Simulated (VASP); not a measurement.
A run of VASP 6.6.1:

File POSCAR:

```
HfO2
1.0
    0.0000000000      2.5291823190      2.5291823190
    2.5291823190      0.0000000000      2.5291823190
    2.5291823190      2.5291823190      0.0000000000
Hf O
1 2
Direct
    0.0000000000      0.0000000000      0.0000000000
    0.2500000000      0.2500000000      0.2500000000
    0.7500000000      0.7500000000      0.7500000000
```

The input INCAR.step1:

```
SYSTEM = HfO2
ALGO = Normal
EDIFF = 1E-4
ENCUT = 520
GGA = PE
ISMEAR = 0
LASPH = .TRUE.
LCHARG = .FALSE.
LREAL = .FALSE.
LWAVE = .TRUE.
NBANDS = 18
NELM = 100
PREC = Accurate
SIGMA = 0.01
```

INCAR.step2

```
SYSTEM = HfO2
ALGO = Normal
EDIFF = 1E-6
ENCUT = 520
ISIF = 2
ISMEAR = 0
ISTART = 1
LASPH = .TRUE.
LCHARG = .FALSE.
LMIXTAU = .TRUE.
LREAL = .FALSE.
LWAVE = .FALSE.
METAGGA = R2SCAN
NBANDS = 18
NELM = 100
PREC = Accurate
SIGMA = 0.01
```

KPOINTS

```
k-points
0
G
  6 6 6
  0 0 0
```

Potentials or basis: VASP PAW PBE potentials, release 64 (Hf_pv, O).

Run with:

```sh
$ cat potpaw_PBE.64/Hf_pv/POTCAR potpaw_PBE.64/O/POTCAR > POTCAR
$ cp INCAR.step1 INCAR
$ mpirun -np 1 vasp_std > vasp.out
$ cp INCAR.step2 INCAR
$ mpirun -np 1 vasp_std > vasp.out
```

Hardware: 1 thread of Intel(R) Xeon(R) 6975P-C (Granite Rapids), on a shared host.

How long does it take, and how much memory?

Run time: 24 s on 1 thread of Intel(R) Xeon(R) 6975P-C (Granite Rapids) (shared host), peak memory 0.17 GiB. Counts: scf iterations 11, k points 16.
